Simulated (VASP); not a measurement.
Set up this calculation in VASP 6.6.1, as the native input.

- Task: single point
- Functional: PBE
- Potentials or basis: VASP PAW PBE potentials, release 64 (In_d)
- Cutoff: 520 eV
- k mesh: 6 × 6 × 6
- Occupations: gaussian, width 0.1 eV
- Spin: no spin polarisation
- Dipole correction: no
- Further INCAR settings: ALGO = Normal; EDIFF = 1e-07; NBANDS = 26

The structure of In lies in POSCAR:

```
In
1.0
    1.6696368166      0.9639652655      8.2074632500
   -1.6696368166      0.9639652655      8.2074632500
    0.0000000000     -1.9279305310      8.2074632500
In
3
Direct
    0.0000000000      0.0000000000      0.0000000000
    0.7780122400      0.7780122400      0.7780122400
    0.2219877600      0.2219877600      0.2219877600
```

This isn't the form of In at room conditions, which is tetragonal.

One way to write it, as run:

INCAR

```
  ALGO = Normal
  EDIFF = 1E-7
  ENCUT = 520
  GGA = PE
  ISIF = 2
  ISMEAR = 0
  LASPH = True
  LCHARG = True
  LELF = True
  LREAL = False
  LVHAR = True
  LWAVE = False
  NBANDS = 26
  NELM = 100
  PREC = Accurate
  SIGMA = 0.1
```

KPOINTS

```
k-points
0
Gamma
  6 6 6
```

Potentials or basis: VASP PAW PBE potentials, release 64 (In_d).

Launch:

```console
$ cat potpaw_PBE.64/In_d/POTCAR > POTCAR
$ mpirun -np 1 vasp_std > vasp.out
```

Results of the run:

```yaml
Pressure: 1.4 GPa
Largest_force: 0.013 eV/Å
Band_gap_on_the_k_mesh: none (metal or under the smearing width)
```

Caveat: the k mesh is coarse (spacing up to 0.36 Å⁻¹), so the values aren't converged.

It took 2.7 min on 1 thread of Intel(R) Xeon(R) Platinum 8488C (Sapphire Rapids), with other jobs on the host, peak memory 0.51 GiB.
